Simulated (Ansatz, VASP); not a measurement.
## MgO in VASP and in Ansatz

File INCAR:

```
SYSTEM = MgO
  ALGO = Normal
  EDIFF = 1E-6
  ENCUT = 520
  GGA = PE
  ISIF = 2
  ISMEAR = 0
  LASPH = .TRUE.
  LCHARG = .FALSE.
  LREAL = .FALSE.
  LWAVE = .FALSE.
  NBANDS = 11
  NELM = 100
  PREC = Accurate
  SIGMA = 0.02
```

File KPOINTS:

```
k-points
0
G
  12 12 10
  0 0 0
```

File POSCAR:

```
MgO
1.0
    2.9986616548      0.0000000000     -0.0476253188
   -1.4993308274      2.7397598280      0.0238126594
   -0.0434376128      0.0000000000      2.5690360128
Mg O
1 1
Direct
    0.0058952978      0.0117905955      0.0000000000
    0.3274380322      0.6548760745      0.5000000000
```

Input for Ansatz:

```yaml
crystal:
  lattice:
    - [2.9986616548, 0.0, -0.0476253188]
    - [-1.4993308274, 2.739759828, 0.0238126594]
    - [-0.0434376128, 0.0, 2.5690360128]
  atoms:
    - { symbol: Mg, position: [0.0058952978, 0.0117905955, 0.0] }
    - { symbol: O, position: [0.3274380322, 0.6548760745, 0.5] }
basis:
  ecutwfc: 420
kpoints:
  mp_grid: { grid: [12, 12, 10] }
hamiltonian:
  xc: pbe
scf:
  occupations: { method: gaussian, width: 0.02 }
output:
  forces: true
  stress: true
  eigenvalues: true
  populations: true
```

Alike in both runs: task single point; functional PBE; k mesh 12 × 12 × 10; occupations gaussian, width 0.02 eV; no spin polarisation.

|  | VASP | Ansatz |
| --- | --- | --- |
| version | VASP 6.6.1 | Ansatz 0.2.0 |
| potentials or method | VASP PAW PBE potentials, release 64 (Mg, O) | scalar-relativistic, plane waves, PAW |
| plane-wave cutoff (eV) | 520 | 420 |
| valence electrons in the cell | 8 | 16 |

```tsv
	VASP	Ansatz	Ansatz less VASP
gap on the k mesh at the Fermi level (eV)	1.87	1.89	+0.022
least direct gap on the mesh (eV)	2.12	2.14	+0.020
pressure (GPa)	-4.5	-3.9	+0.61
largest component of the traceless stress (GPa)	28.68	28.60	-0.076
rms of the force components (eV/Å)	0.137	0.136	-0.0005
```

Atom by atom the forces differ by 0.001 eV/Å (rms over components). The two sets of potentials don't hold the same shells in valence.

A k mesh can miss the band edges.
